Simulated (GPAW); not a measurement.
The system is PbS (Galena).

```
Pb S
1.0
     0.00000    2.96575    2.96575
     2.96575    0.00000    2.96575
     2.96575    2.96575    0.00000
Pb S
1 1
Direct
  0.00000 0.00000 0.00000
  0.50000 0.50000 0.50000
```

```yaml
Program: GPAW 26.7.0
Task: relaxation of cell and atoms
Functional: revPBE
Potentials_or_basis: the program's PAW data sets (release 1.2.1) made for this functional
Cutoff: 600 eV
Basis: pw
k_mesh: 8 × 8 × 8
Occupations: fermi-dirac, width 0.05 eV
Spin: no spin polarisation
```

At the start: pressure 3.4 GPa; volume 26.09 Å³/atom.

Problem. How do energy, volume and symmetry change on relaxing?

Solution. Over 4 steps the energy falls by 17.0 meV/atom and the volume is 27.73 Å³/atom (+6.3 %); space group Fm-3m (No. 225, to 0.05 Å).

The path:
```
step  energy change (eV)  largest force (eV/Å)  pressure (GPa)  volume (Å³)
   1              0.0000                0.0000            3.41        52.17
   2             -0.0120                0.0000            2.68        52.80
   3             -0.0338                0.0000            0.16        55.29
   4             -0.0339                0.0000            0.01        55.45
```

Final structure:
```
Pb S
1.0
     0.00000    3.02665    3.02665
     3.02665    0.00000    3.02665
     3.02665    3.02665    0.00000
Pb S
1 1
Direct
  0.00000 0.00000 0.00000
  0.50000 0.50000 0.50000
```

Caveat: later steps reuse the first step's grids.
